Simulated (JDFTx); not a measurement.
## RbBr under changes of volume

One of the cells (40.248 Å³/atom); the others are scaled copies at fixed shape and fractional positions:

```
Rb Br
1.0
     0.00000    3.42700    3.42700
     3.42700    0.00000    3.42700
     3.42700    3.42700    0.00000
Rb Br
1 1
Direct
  0.00000 0.00000 0.00000
  0.50000 0.50000 0.50000
```

```yaml
Program: JDFTx 1.7.0 (patched build)
Functional: LDA
Potentials_or_basis: PseudoDojo-SR-LDA-0.4.1-standard
Cutoff: 599 eV
Density_cutoff: 4789 eV
k_mesh: 7 × 7 × 7
Occupations: fermi-dirac, width 0.05 eV
Spin: no spin polarisation
```

```tsv
volume (Å³/atom)	energy over the lowest point (meV/atom)	pressure (GPa)	gap on the mesh (eV)
37.833	0.00	-0.4	4.10
38.638	2.67	-0.7	4.05
39.443	6.90	-1.0	4.00
40.248	12.47	-1.3	3.95
41.053	19.23	-1.5	3.90
41.858	27.00	-1.7	3.86
42.663	?	?	?
```

Q: What does the run at 42.663 Å³/atom give?

A: Energy over the lowest point 35.67 meV/atom; pressure -1.8 GPa; gap on the mesh 3.82 eV.

Worked out: A Birch-Murnaghan fit of order 3 (a polynomial in V^(-2/3)) to the other rows has its minimum at 37.06 Å³/atom, just outside them, with B0 = V·E''(V) = 18.6 GPa and B' = 5.3. It gives 35.66 meV/atom at 42.663 Å³/atom, against the run's 35.67, and -dE/dV = -1.8 GPa, against -1.8. A straight line through the other rows of the gap, of slope -2.4 eV per unit of ln V (its deformation potential), extrapolates to 3.81 eV, against the run's 3.82.

Energies are extrapolated to zero smearing.

Caveats: an odd mesh through Γ misses points on the zone boundary, where band edges often lie (some runs).

Spin-orbit coupling on Br, Rb is left out.
